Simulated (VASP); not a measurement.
GaN: relaxation of cell and atoms with PBE+D4

GaN, a sheet with vacuum:

```
CELL_PARAMETERS angstrom
3.20000 0.00000 0.00000
-1.60000 2.77128 0.00000
0.00000 0.00000 16.00000
ATOMIC_POSITIONS crystal
Ga 0.33333 0.66667 0.50000
N 0.66667 0.33333 0.50000
```

The cell was built by a generator and needn't be a form met in nature.

| Item | Value |
| --- | --- |
| Program | VASP 6.6.1 |
| Task | relaxation of cell and atoms |
| Functional | PBE |
| Dispersion | D4 |
| Potentials or basis | VASP PAW PBE potentials, release 64 (Ga_d, N) |
| Cutoff | 600 eV |
| k mesh | 12 × 12 × 1 |
| Occupations | gaussian, width 0.03 eV |
| Spin | no spin polarisation |
| Dipole correction | no |
| Further INCAR settings | ALGO = Fast; EDIFF = 1e-06; IBRION = 2; EDIFFG = -0.005; NSW = 60; ISIF = 3 |

* Relaxed volume: 70.87 Å³/atom
* Relaxed cell: a = 3.198 Å, b = 3.198 Å, c = 16.000 Å, α = 90.00°, β = 90.00°, γ = 120.00°
* Space group after relaxing (to 0.05 Å): P-6m2 (No. 187)
* Energy gained by relaxing: 0.0 meV/atom
* Ionic steps: 3
* Band gap on the k mesh: 2.23 eV, indirect (least direct gap 2.51 eV)
* Dispersion energy per atom: -0.160 eV

Final structure:
```
Ga N
1.0
     3.19840    0.00000    0.00000
    -1.59920    2.76990    0.00000
     0.00000    0.00000   16.00000
Ga N
1 1
Direct
  0.33333 0.66667 0.50000
  0.66667 0.33333 0.50000
```

Levels at points of the mesh, in eV from the valence-band top:
```csv
k point,band 7,band 8,band 9,band 10,band 11,band 12
"(0.00, 0.00, 0.00)",-2.61,-0.28,-0.28,2.23,4.81,5.07
"(0.50, 0.00, 0.00)",-6.11,-2.09,-0.34,4.78,5.32,8.30
```

It took 31 s on 2 MPI ranks on Intel(R) Xeon(R) 6975P-C (Granite Rapids) (shared host), peak memory 0.33 GiB a rank.

PBE gaps usually lie below the measured ones, often by a third to a half.
